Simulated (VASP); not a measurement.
# Sb (I4/mmm) in VASP: a series of runs, part 2 of 2

VASP 6.6.1.

### 5 Single point, r2SCAN

The input, INCAR:

```
SYSTEM = Sb
PREC = Accurate
ENCUT = 500
EDIFF = 1E-6
ISMEAR = 0
SIGMA = 0.1
LREAL = .FALSE.
LASPH = .TRUE.
NELM = 100
ALGO = Normal
ISIF = 2
LWAVE = .FALSE.
LCHARG = .FALSE.
METAGGA = R2SCAN
LMIXTAU = .TRUE.
ADDGRID = .FALSE.
```

The input, KPOINTS:

```
regular mesh
0
G
  9 9 9
  0 0 0
```

The input, POSCAR:

```
Sb
1.0
   -1.5765401831      1.5765401831      2.7119384313
    1.5765401831     -1.5765401831      2.7119384313
    1.5765401831      1.5765401831     -2.7119384313
Sb
1
Direct
    0.0000000000      0.0000000000      0.0000000000
```

Potentials or basis: VASP PAW PBE potentials, release 64 (Sb).

Launch:

```sh
$ cat potpaw_PBE.64/Sb/POTCAR > POTCAR
$ mpirun -np 1 vasp_std > vasp.out
```

OUTCAR:

```text
SYSTEM = Sb
   PREC = Accurate
   ENCUT = 500
   EDIFF = 1E-6
   ISMEAR = 0
   LREAL = .FALSE.
   LASPH = .TRUE.
   NELM = 100
   ISIF = 2
   METAGGA = R2SCAN

 Found     75 irreducible k-points:

 Following reciprocal coordinates:
            Coordinates               Weight
  0.000000  0.000000  0.000000      1.000000
  0.111111  0.000000 -0.000000      8.000000
  0.222222  0.000000  0.000000      8.000000
  0.333333  0.000000  0.000000      8.000000
  0.444444  0.000000  0.000000      8.000000
  0.111111  0.111111 -0.000000      8.000000
   k-points           NKPTS =     75   k-points in BZ     NKDIM =     75   number of bands    NBANDS=      6
[... 124 lines left out ...]
      4      12.9917      0.00000
      5      17.9437      0.00000
      6      18.2218      0.00000

 [... further k-points ...]
[... 5 lines left out ...]
  --------------------------------------------------------------------------------------
  -------------------------------------------------------------------------------------
  Total        0.0565783      0.0565783      0.4988172      0.0000000     -0.0000000      0.0000000
  in kB        3.3621024      3.3621024     29.6416298      0.0000000     -0.0000000      0.0000000
  external PRESSURE =      12.1219448 kB  Pullay stress =       0.0000000 kB

 VOLUME and BASIS-vectors are now :
 -----------------------------------------------------------------------------
  energy-cutoff  :      500.00
  volume of cell :       26.96
      direct lattice vectors                 reciprocal lattice vectors
    -1.576540183  1.576540183  2.711938431     0.000000000  0.317150178  0.184369967
     1.576540183 -1.576540183  2.711938431     0.317150178  0.000000000  0.184369967
     1.576540183  1.576540183 -2.711938431     0.317150178  0.317150178  0.000000000

 POSITION                                       TOTAL-FORCE (eV/Angst)
 -----------------------------------------------------------------------------------
      0.00000      0.00000      0.00000        -0.000000      0.000000      0.000000
 -----------------------------------------------------------------------------------
    total drift:                                0.000000     -0.000000      0.000000

  FREE ENERGIE OF THE ION-ELECTRON SYSTEM (eV)
  ---------------------------------------------------
  free  energy   TOTEN  =       -25.2824820043 eV

  energy  without entropy=      -25.2783580658  energy(sigma->0) =      -25.28042004
```

OSZICAR:

```text
N       E                     dE             d eps       ncg     rms          rms(c)
DAV:   1    -0.125870729024E+02   -0.12587E+02   -0.16844E+03   906   0.549E+02
DAV:   2    -0.257189186726E+02   -0.13132E+02   -0.12411E+02  1368   0.781E+01
DAV:   3    -0.259001930852E+02   -0.18127E+00   -0.18073E+00  1014   0.105E+01
DAV:   4    -0.259009228697E+02   -0.72978E-03   -0.72977E-03  1296   0.889E-01
DAV:   5    -0.259009254213E+02   -0.25516E-05   -0.25518E-05  1104   0.349E-02    0.151E+00
DAV:   6    -0.251658062555E+02    0.73512E+00   -0.12400E-01   996   0.347E+00    0.976E-01
DAV:   7    -0.253469547456E+02   -0.18115E+00   -0.10895E-01   906   0.306E+00    0.154E-01
DAV:   8    -0.252821910938E+02    0.64764E-01   -0.58856E-02   972   0.232E+00    0.730E-02
DAV:   9    -0.252809309845E+02    0.12601E-02   -0.57402E-04  1140   0.237E-01    0.915E-02
DAV:  10    -0.252807130035E+02    0.21798E-03   -0.18475E-03   918   0.407E-01    0.410E-02
DAV:  11    -0.252819762652E+02   -0.12633E-02   -0.94783E-04   972   0.368E-01    0.404E-02
DAV:  12    -0.252822395536E+02   -0.26329E-03   -0.11867E-04   936   0.116E-01    0.288E-02
DAV:  13    -0.252822531567E+02   -0.13603E-04   -0.36522E-06  1230   0.191E-02    0.284E-02
DAV:  14    -0.252822413702E+02    0.11786E-04   -0.13296E-06   918   0.121E-02    0.270E-02
DAV:  15    -0.252824722172E+02   -0.23085E-03   -0.19484E-04   906   0.177E-01    0.660E-03
DAV:  16    -0.252824817899E+02   -0.95727E-05   -0.10179E-05  1140   0.312E-02    0.666E-03
DAV:  17    -0.252824820043E+02   -0.21440E-06   -0.38092E-07   486   0.676E-03
   1 F= -.25282482E+02 E0= -.25280420E+02  d E =-.412394E-02
```

stdout:

```text
POSCAR found type information on POSCAR Sb
 POSCAR found :  1 types and       1 ions
 scaLAPACK will be used
 -----------------------------------------------------------------------------
|                                                                             |
|                                                                             |
|     You enforced a specific xc type in the INCAR file but a different       |
|     I HOPE YOU KNOW WHAT YOU ARE DOING!                                     |
|                                                                             |
 -----------------------------------------------------------------------------

 LDA part: xc-table for (None), standard interpolation
 POSCAR, INCAR and KPOINTS ok, starting setup
 FFT: planning ... GRIDC
 FFT: planning ... GRID_SOFT
 FFT: planning ... GRID
 WAVECAR not read
 entering main loop
```

Wall time 33 s (1 thread of Intel Xeon 6975P-C (Granite Rapids), shared host); peak memory 0.17 GiB.

These settings aren't checked as converged: the numbers below hold their error.

Results:

```yaml
Free_energy: -25.2825 eV
Pressure: 1.2 GPa
Band_gap_on_the_k_mesh: none (metal or under the smearing width)
```

Caveat: the PAW data sets were made with another functional, which shifts forces and pressure a little.

### 6 Single point, r2SCAN

INCAR is that of step 5.

KPOINTS is that of step 5.

The input, POSCAR:

```
Sb
1.0
   -1.5638750000      1.6131910000      2.7402030000
    1.6104090000     -1.5604430000      2.7365900000
    1.5281950000      1.5247630000     -2.7095380000
Sb
1
Direct
    0.0004760000      0.0218010000      0.0165680000
```

Potentials or basis: VASP PAW PBE potentials, release 64 (Sb).

Launch:

```sh
$ cat potpaw_PBE.64/Sb/POTCAR > POTCAR
$ mpirun -np 1 vasp_std > vasp.out
```

OUTCAR:

```text
SYSTEM = Sb
   PREC = Accurate
   ENCUT = 500
   EDIFF = 1E-6
   ISMEAR = 0
   LREAL = .FALSE.
   LASPH = .TRUE.
   NELM = 100
   ISIF = 2
   METAGGA = R2SCAN

 Found    365 irreducible k-points:

 Following reciprocal coordinates:
            Coordinates               Weight
  0.000000  0.000000  0.000000      1.000000
  0.111111  0.000000  0.000000      2.000000
  0.222222  0.000000  0.000000      2.000000
  0.333333  0.000000  0.000000      2.000000
  0.444444  0.000000  0.000000      2.000000
 -0.000000  0.111111  0.000000      2.000000
   k-points           NKPTS =    365   k-points in BZ     NKDIM =    365   number of bands    NBANDS=      6
[... 124 lines left out ...]
      4      14.1967      0.00000
      5      17.8281      0.00000
      6      18.6367      0.00000

 [... further k-points ...]
[... 5 lines left out ...]
  --------------------------------------------------------------------------------------
  -------------------------------------------------------------------------------------
  Total        0.1109311      0.1209907      0.4998490      0.0224353      0.0162933      0.0081244
  in kB        6.5919536      7.1897341     29.7029527      1.3331941      0.9682103      0.4827838
  external PRESSURE =      14.4948801 kB  Pullay stress =       0.0000000 kB

 VOLUME and BASIS-vectors are now :
 -----------------------------------------------------------------------------
  energy-cutoff  :      500.00
  volume of cell :       26.96
      direct lattice vectors                 reciprocal lattice vectors
    -1.563875000  1.613191000  2.740203000     0.002055809  0.316948054  0.179518554
     1.610409000 -1.560443000  2.736590000     0.317083613  0.001847581  0.179876686
     1.528195000  1.524763000 -2.709538000     0.322328449  0.322401118 -0.005843793

 POSITION                                       TOTAL-FORCE (eV/Angst)
 -----------------------------------------------------------------------------------
      0.05968     -0.00799      0.01607         0.000000     -0.000000      0.000000
 -----------------------------------------------------------------------------------
    total drift:                                0.000000      0.000000     -0.000000

  FREE ENERGIE OF THE ION-ELECTRON SYSTEM (eV)
  ---------------------------------------------------
  free  energy   TOTEN  =       -25.2869126412 eV

  energy  without entropy=      -25.2835839712  energy(sigma->0) =      -25.28524831
```

OSZICAR:

```text
N       E                     dE             d eps       ncg     rms          rms(c)
DAV:   1    -0.139134549894E+02   -0.13913E+02   -0.16679E+03  4434   0.547E+02
DAV:   2    -0.257089708647E+02   -0.11796E+02   -0.11246E+02  6222   0.762E+01
DAV:   3    -0.259030497375E+02   -0.19408E+00   -0.19205E+00  5244   0.106E+01
DAV:   4    -0.259037794008E+02   -0.72966E-03   -0.72962E-03  6018   0.854E-01
DAV:   5    -0.259037820695E+02   -0.26687E-05   -0.26679E-05  5442   0.382E-02    0.152E+00
DAV:   6    -0.251733917139E+02    0.73039E+00   -0.12554E-01  4656   0.346E+00    0.991E-01
DAV:   7    -0.253488476350E+02   -0.17546E+00   -0.11121E-01  4392   0.307E+00    0.146E-01
DAV:   8    -0.252865709618E+02    0.62277E-01   -0.61117E-02  4578   0.236E+00    0.751E-02
DAV:   9    -0.252858565873E+02    0.71437E-03   -0.52526E-04  5712   0.227E-01    0.915E-02
DAV:  10    -0.252849736872E+02    0.88290E-03   -0.15917E-03  4410   0.382E-01    0.413E-02
DAV:  11    -0.252865032289E+02   -0.15295E-02   -0.11293E-03  4572   0.384E-01    0.424E-02
DAV:  12    -0.252866316671E+02   -0.12844E-03   -0.16196E-04  4572   0.128E-01    0.301E-02
DAV:  13    -0.252866156018E+02    0.16065E-04   -0.63862E-06  5904   0.259E-02    0.320E-02
DAV:  14    -0.252868127422E+02   -0.19714E-03   -0.12135E-04  4458   0.133E-01    0.209E-02
DAV:  15    -0.252869030690E+02   -0.90327E-04   -0.47503E-05  4584   0.924E-02    0.688E-03
DAV:  16    -0.252869127817E+02   -0.97126E-05   -0.50678E-06  4506   0.205E-02    0.645E-03
DAV:  17    -0.252869126412E+02    0.14050E-06   -0.33187E-07  2568   0.599E-03
   1 F= -.25286913E+02 E0= -.25285248E+02  d E =-.332867E-02
```

stdout:

```text
POSCAR found type information on POSCAR Sb
 POSCAR found :  1 types and       1 ions
 scaLAPACK will be used
 -----------------------------------------------------------------------------
|                                                                             |
|                                                                             |
|     You enforced a specific xc type in the INCAR file but a different       |
|     I HOPE YOU KNOW WHAT YOU ARE DOING!                                     |
|                                                                             |
 -----------------------------------------------------------------------------

 LDA part: xc-table for (None), standard interpolation
 POSCAR, INCAR and KPOINTS ok, starting setup
 FFT: planning ... GRIDC
 FFT: planning ... GRID_SOFT
 FFT: planning ... GRID
 WAVECAR not read
 entering main loop
```

It took 2.3 min on 1 thread of Intel Xeon 6975P-C (Granite Rapids), shared host; peak memory 0.21 GiB.

The run converged, but some of its settings lie outside the range that counts as converged, so its numbers aren't taken as properties of the crystal.

What came out:

- Free energy: -25.2869 eV
- Pressure: 1.4 GPa
- Band gap on the k mesh: none (metal or under the smearing width)

Caveat: the PAW data sets were made with another functional, which shifts forces and pressure a little.
